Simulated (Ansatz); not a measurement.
# ScAl3: a trigonal deformation path

One table from this session's results is given with a row withheld; the runs are named, their logs left out.

Computed with Ansatz 0.2.0 (DFT PBEsol, scalar-relativistic, plane waves, PAW, unless a step's input says otherwise).

1 further run of the same task is left out (set aside as unsound or not needed). Runs told in other sessions of the task aren't counted.

## Starting point

Symmetry: Pm-3m, No. 221, cubic system. The conventional cell has a = 4.071 Å, b = 4.071 Å, c = 4.071 Å, α = 90.00°, β = 90.00°, γ = 90.00°. Around Sc (site symmetry m-3m) lie 12 Al at 2.88 Å. Al (site symmetry 4/mmm) is surrounded by 4 Sc at 2.88 Å and 8 Al at 2.88 Å.

As a file:

```cif
data_structure
_symmetry_space_group_name_H-M 'P 1'
_symmetry_Int_Tables_number 1
_cell_length_a 4.0713
_cell_length_b 4.0713
_cell_length_c 4.0713
_cell_angle_alpha 90.000
_cell_angle_beta 90.000
_cell_angle_gamma 90.000
_cell_volume 67.48
loop_
_atom_site_label
_atom_site_type_symbol
_atom_site_fract_x
_atom_site_fract_y
_atom_site_fract_z
_atom_site_occupancy
Sc1 Sc 0.00000 0.00000 0.00000 1
Al1 Al 0.50000 0.00000 0.50000 1
Al2 Al 0.00000 0.50000 0.50000 1
Al3 Al 0.50000 0.50000 0.00000 1
```

It goes back to an entry of the Materials Project.

This cell was relaxed beforehand with the same method: volume 16.87 Å³/atom, gap on the mesh none (metal).

Set-up of the first run:

Contents of input.yaml:

```yaml
crystal:
  lattice:
    - [4.0712986163, 0.0, 0.0]
    - [0.0, 4.0712986163, 0.0]
    - [0.0, 0.0, 4.0712986163]
  atoms:
    - { symbol: Sc, position: [0.0, 0.0, 0.0] }
    - { symbol: Al, position: [0.5, 0.0, 0.5] }
    - { symbol: Al, position: [0.0, 0.5, 0.5] }
    - { symbol: Al, position: [0.5, 0.5, 0.0] }
basis:
  ecutwfc: 420
kpoints:
  mp_grid: { grid: [14, 14, 14] }
hamiltonian:
  xc: pbesol
scf:
  occupations: { method: gaussian, width: 0.15 }
output:
  forces: true
  stress: true
  eigenvalues: true
  write_density: true
  write_potential: true
  elf: true
  volumetric_format: npy
```

Started as:

```sh
ansatz run input.yaml --threads 1 --pin off --max-ram 2560MiB --backend cpu --events-out ev --progress --plain --runs-dir out
```

Steps of the session up to this table: The reference: the undisturbed cell on the scan's mesh; ρ = 0.500; ρ = 2.000; Point ρ = 0.710; At ρ = 1.410; At ρ = 0.600; ρ = 0.850; ρ = 1.200; ρ = 1.700; At ρ = 0.930; ρ = 1.080.

One of the session's tables, all rows but one given; the rest of the session is left out.

It belongs to the step «The scan collected». The scan, with free energies counted from the undisturbed cell:

```
    ρ  ΔE (meV/atom)  pressure (GPa)
0.500         1143.6            18.5
0.600          950.0            16.1
0.710              ?               ?
0.850          138.8             3.2
0.930           28.3             0.7
1.000            0.0             0.0
1.080           32.7             0.9
1.200          184.2             5.0
1.410          660.5            17.6
1.700         1597.7            38.8
2.000         2744.0            61.5
```

Estimate the missing values for ρ = 0.710.

Worked estimate for «ΔE (meV/atom)». A straight line through the neighbours (0.600, 950.0) and (0.850, 138.8) gives 950.0 + (138.8 − 950.0) × (0.710 − 0.600) / (0.850 − 0.600) = 593.1; a parabola fitted to 4 rows on both sides gives 588.8.

The run gave: ΔE (meV/atom): 552.0; pressure (GPa): 10.6. In «ΔE (meV/atom)» the line misses by +41.1 and the parabola by +36.8.
